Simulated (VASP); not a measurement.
# TePb (Fm-3m) in VASP: further runs, part 2 of 2

VASP 6.6.1.

## Step 3: Relaxation of the atoms, PBE (a relaxed cell with its volume scaled by 0.98)

Contents of INCAR:

```
ALGO     = Normal         # electronic algorithm
EDIFF    = 1E-7           # SCF threshold, eV
EDIFFG   = -0.01          # ionic threshold
ENCUT    = 600            # plane-wave cutoff, eV
GGA      = PE             # functional
IBRION   = 2              # ionic algorithm
ISIF     = 2              # what is computed and relaxed
ISMEAR   = 0              # smearing method
LASPH    = T              # aspherical terms in the spheres
LCHARG   = F              # write CHGCAR
LREAL    = F              # projectors in reciprocal space
LWAVE    = F              # write WAVECAR
NELM     = 80             # most SCF steps
NSW      = 40             # ionic steps
PREC     = Accurate       # precision mode
SIGMA    = 0.03           # smearing width, eV
```

Contents of KPOINTS:

```
k-points
0
Gamma
  8 8 8
```

Contents of POSCAR:

```
TePb                                    
1.0
    0.0000000000      3.2620522046      3.2620522046
    3.2620522046      0.0000000000      3.2620522046
    3.2620522046      3.2620522046      0.0000000000
  Te              Pb            
     1     1
Direct
     0.5000000000000000    0.5000000000000000    0.5000000000000000
     0.0000000000000000    0.0000000000000000    0.0000000000000000
```

Potentials or basis: VASP PAW PBE potentials, release 64 (Te, Pb_d).

Command:

```console
$ cat potpaw_PBE.64/Te/POTCAR potpaw_PBE.64/Pb_d/POTCAR > POTCAR
$ mpirun -np 1 vasp_std > vasp.out
```

OUTCAR:

```text
EDIFF = 1E-7
   EDIFFG = -0.01
   ENCUT = 600
   GGA = PE
   IBRION = 2
   ISIF = 2
   ISMEAR = 0
   LASPH = T
   LREAL = F
   NELM = 80
   NSW = 40
   PREC = Accurate

 ion  position               nearest neighbor table
   1  0.500  0.500  0.500-   2 3.26   2 3.26   2 3.26   2 3.26   2 3.26   2 3.26
   2  0.000  0.000  0.000-   1 3.26   1 3.26   1 3.26   1 3.26   1 3.26   1 3.26

  LATTYP: Found a face centered cubic cell.
 ALAT       =     6.5241044092

  Lattice vectors:

 A1 = (   0.0000000000,   3.2620522046,   3.2620522046)
 A2 = (   3.2620522046,   0.0000000000,   3.2620522046)
 A3 = (   3.2620522046,   3.2620522046,   0.0000000000)

Analysis of symmetry for initial positions (statically):
=====================================================================
 Subroutine PRICEL returns:
 Original cell was already a primitive cell.

 Routine SETGRP: Setting up the symmetry group for a
 face centered cubic supercell.

 Subroutine GETGRP returns: Found 48 space group operations
 (whereof 48 operations were pure point group operations)
 out of a pool of 48 trial point group operations.

The static configuration has the point symmetry O_h .

Analysis of symmetry for dynamics (positions and initial velocities):
[... 184 lines left out ...]
     14      11.1208      0.00000
[... 377 lines left out ...]
      1     -11.4439      2.00000
      2     -11.4258      2.00000
      3     -11.4065      2.00000
      4     -11.4015      2.00000
      5     -11.3944      2.00000
      6      -4.9896      2.00000
      7      -2.9359      2.00000
      8       2.6454      2.00000
      9       2.8400      2.00000
     10       4.8449      2.00000
     11       6.6425      0.00000
     12       8.8013      0.00000
     13       9.2270      0.00000
     14      12.1192      0.00000

 [... further k-points ...]

------------------------ aborting loop because EDIFF is reached ----------------------------------------

  FORCE on cell =-STRESS in cart. coord.  units (eV):
  Direction    XX          YY          ZZ          XY          YZ          ZX
  --------------------------------------------------------------------------------------
  -------------------------------------------------------------------------------------
  Total        0.3596061      0.3596061      0.3596061      0.0000000      0.0000000     -0.0000000
  in kB        8.2991748      8.2991748      8.2991748      0.0000000      0.0000000     -0.0000000
  external PRESSURE =       8.2991748 kB  Pullay stress =       0.0000000 kB

 VOLUME and BASIS-vectors are now :
 -----------------------------------------------------------------------------
  energy-cutoff  :      600.00
  volume of cell :       69.42
      direct lattice vectors                 reciprocal lattice vectors
     0.000000000  3.262052205  3.262052205    -0.153277743  0.153277743  0.153277743
     3.262052205  0.000000000  3.262052205     0.153277743 -0.153277743  0.153277743
     3.262052205  3.262052205  0.000000000     0.153277743  0.153277743 -0.153277743

 POSITION                                       TOTAL-FORCE (eV/Angst)
 -----------------------------------------------------------------------------------
      3.26205      3.26205      3.26205        -0.000000      0.000000      0.000000
      0.00000      0.00000      0.00000         0.000000      0.000000      0.000000
 -----------------------------------------------------------------------------------
    total drift:                                0.000000     -0.000000     -0.000000

  FREE ENERGIE OF THE ION-ELECTRON SYSTEM (eV)
  ---------------------------------------------------
  free  energy   TOTEN  =        -7.5192681290 eV

  energy  without entropy=       -7.5192681290  energy(sigma->0) =       -7.51926813

 reached required accuracy - stopping structural energy minimisation
```

CONTCAR:

```text
TePb
   1.00000000000000
     0.0000000000000000    3.2620522045999998    3.2620522045999998
     3.2620522045999998    0.0000000000000000    3.2620522045999998
     3.2620522045999998    3.2620522045999998    0.0000000000000000
  Te              Pb
     1     1
Direct
     0.5000000000000000    0.5000000000000000    0.5000000000000000
     0.0000000000000000    0.0000000000000000    0.0000000000000000

  0.00000000E+00  0.00000000E+00  0.00000000E+00
  0.00000000E+00  0.00000000E+00  0.00000000E+00
```

Run time: 33 s. Hardware: 1 thread of Intel Xeon Platinum 8488C (Sapphire Rapids), shared host; peak memory 0.25 GiB.

Results:

| Item | Value |
| --- | --- |
| Free energy | -7.5193 eV |
| Pressure after relaxing | 0.8 GPa |
| Band gap on the k mesh | 0.79 eV, direct |

Final structure:
```yaml
crystal:
  lattice:
    - [0.00000, 3.26205, 3.26205]
    - [3.26205, 0.00000, 3.26205]
    - [3.26205, 3.26205, 0.00000]
  atoms:
    - { symbol: Te, position: [0.50000, 0.50000, 0.50000] }
    - { symbol: Pb, position: [0.00000, 0.00000, 0.00000] }
```

Caveat: the relaxation stopped at its first step, so nothing moved; spin-orbit coupling is left out, which as a rule narrows the gap of such compounds by several tenths of an eV.

## Step 4: Relaxation of the atoms, PBE

INCAR is that of step 3.

KPOINTS is that of step 3.

Contents of POSCAR:

```
TePb                                    
1.0
    0.0000000000      3.2840937665      3.2840937665
    3.2840937665      0.0000000000      3.2840937665
    3.2840937665      3.2840937665      0.0000000000
  Te              Pb            
     1     1
Direct
     0.5000000000000000    0.5000000000000000    0.5000000000000000
     0.0000000000000000    0.0000000000000000    0.0000000000000000
```

Command:

```console
$ cat potpaw_PBE.64/Te/POTCAR potpaw_PBE.64/Pb_d/POTCAR > POTCAR
$ mpirun -np 1 vasp_std > vasp.out
```

Wall time 35 s (1 thread of Intel Xeon Platinum 8488C (Sapphire Rapids), shared host); peak memory 0.25 GiB.

The run converged. Its results:

```
Free energy             : -7.5230 eV
Pressure after relaxing : 0.0 GPa
Band gap on the k mesh  : 0.83 eV, direct
```

Final structure:
```
CELL_PARAMETERS angstrom
0.00000 3.28409 3.28409
3.28409 0.00000 3.28409
3.28409 3.28409 0.00000
ATOMIC_POSITIONS crystal
Te 0.50000 0.50000 0.50000
Pb 0.00000 0.00000 0.00000
```

Levels at points of the mesh, in eV from the valence-band top:
```csv
k point,band 7,band 8,band 9,band 10,band 11,band 12,band 13,band 14
"(0.00, 0.00, 0.00)",-5.71,-1.16,-1.16,-1.16,4.03,4.03,4.03,5.91
"(0.50, 0.00, 0.00)",-8.33,-0.73,-0.73,0.00,0.83,1.39,1.39,8.34
"(0.50, 0.50, 0.00)",-7.22,-4.11,-2.52,-2.52,3.51,5.31,5.31,6.44
```

Caveat: the relaxation stopped at its first step, so nothing moved; spin-orbit coupling is left out, which as a rule narrows the gap of such compounds by several tenths of an eV.

## Step 5: Relaxation of the atoms, PBE (a relaxed cell with its volume scaled by 1.02)

INCAR is that of step 4.

KPOINTS is that of step 4.

Contents of POSCAR:

```
TePb                                    
1.0
    0.0000000000      3.3058433657      3.3058433657
    3.3058433657      0.0000000000      3.3058433657
    3.3058433657      3.3058433657      0.0000000000
  Te              Pb            
     1     1
Direct
     0.5000000000000000    0.5000000000000000    0.5000000000000000
     0.0000000000000000    0.0000000000000000    0.0000000000000000
```

Command:

```console
$ cat potpaw_PBE.64/Te/POTCAR potpaw_PBE.64/Pb_d/POTCAR > POTCAR
$ mpirun -np 1 vasp_std > vasp.out
```

It took 33 s on 1 thread of Intel Xeon Platinum 8488C (Sapphire Rapids), shared host; peak memory 0.25 GiB.

It converged, with:

* Free energy: -7.5199 eV
* Pressure after relaxing: -0.7 GPa
* Band gap on the k mesh: 0.87 eV, direct

Final structure:
```
Te Pb
1.0
     0.00000    3.30584    3.30584
     3.30584    0.00000    3.30584
     3.30584    3.30584    0.00000
Te Pb
1 1
Cartesian
  3.3058 3.3058 3.3058
  0.0000 0.0000 0.0000
```

Levels at points of the mesh, in eV from the valence-band top:
| k point | band 8 | band 9 | band 10 | band 11 | band 12 | band 13 |
| --- | --- | --- | --- | --- | --- | --- |
| (0.00, 0.00, 0.00) | -1.08 | -1.08 | -1.08 | 4.00 | 4.00 | 4.00 |
| (0.50, 0.00, 0.00) | -0.67 | -0.67 | 0.00 | 0.87 | 1.44 | 1.44 |
| (0.50, 0.50, 0.00) | -3.97 | -2.41 | -2.41 | 3.59 | 5.24 | 5.24 |

Caveat: the relaxation stopped at its first step, so nothing moved; spin-orbit coupling is left out, which as a rule narrows the gap of such compounds by several tenths of an eV. A k mesh can miss the band edges.

## Step 6: Summary

| cell | gap on the mesh (eV) | pressure (GPa) |
| --- | --- | --- |
| atoms relaxed from: a relaxed cell with its volume scaled by 0.96 | 0.75 | 1.7 |
| atoms relaxed from: a relaxed cell with its volume scaled by 0.98 | 0.79 | 0.8 |
| atoms relaxed | 0.83 | 0.0 |
| atoms relaxed from: a relaxed cell with its volume scaled by 1.02 | 0.87 | -0.7 |

Alike in all rows: task relaxation of the atoms; level PBE; potentials or basis VASP PAW PBE potentials, release 64 (Te, Pb_d); no spin polarisation; k mesh 8 × 8 × 8; cutoff (eV) 600; smearing gaussian 0.03 eV.

Caveats: the relaxation stopped at its first step, so nothing moved; spin-orbit coupling is left out, which as a rule narrows the gap of such compounds by several tenths of an eV.

Absolute energies hang on the potentials; compare differences alone.

## Step 7: How close it comes

Step 4. A measured gap of TePb is 0.19 eV (direct; 4.2 K; a printed reference work, monograph); the calculated 0.83 eV misses it by +0.64 eV. Spin-orbit coupling on Pb, Te is left out. The value is that of PBE on a finite k mesh, which can miss the band edges, without temperature or zero-point motion.
